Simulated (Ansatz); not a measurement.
**A decomposition energy, worked out: Si2Se**

Method: DFT PBE, scalar-relativistic, plane waves, PAW (Ansatz 0.2.0). All cells share a 420 eV cutoff and Γ-centred k meshes spaced at most about 0.3 Å⁻¹ (2π included). No spin polarisation.

Formation energies are uncorrected and refer to the elements' standard structures at the same level.

Temperature and zero-point effects are left out. Weakly bound directions are ill-defined at this level, which has no dispersion term (Si2Se Cm, SiSe2 Ibam). The reference form of Se is held partly by dispersion forces, which this level lacks.

A trial structure of Si2Se (reached from: a relaxed cell, shaken at random and relaxed again; relaxed: space group Cm (No. 8), a = 13.219 Å, b = 3.609 Å, c = 6.996 Å, β = 95.3°) has a formation energy of 0.099 eV/atom. It holds Si–Si nets (shortest 2.37 Å). At its composition the lowest mixture among the elements and 1 reference phase computed alike (others may be missing) consists of these:

```json
{"phase": "Si (solid)", "source": "element", "ΔE_f (eV/atom)": "-0.001"}
{"phase": "SiSe2 (Ibam)", "source": "Materials Project", "ΔE_f (eV/atom)": "-0.459"}
```

The lowest database cell of Si (-0.001) lies slightly below the reference, hence the non-zero entry.

Task: Write the balanced decomposition and find its energy per atom, per formula unit and per mole of formula units.

Result: Balancing Si and Se gives 2 Si2Se → 3 Si + SiSe2. The left side holds 6 atoms, and the products take 3/6 (Si) and 3/6 (SiSe2) of them. The mixture therefore lies at 3/6 × (-0.001) + 3/6 × (-0.459) = -0.230 eV/atom. The reaction energy is -0.230 − (0.099) = -0.329 eV/atom. Times 3 atoms that is -0.987 eV per Si2Se, and times 96.485 it is -95 kJ per mole of Si2Se. Decomposition is downhill, so the trial structure is unstable against this mixture.
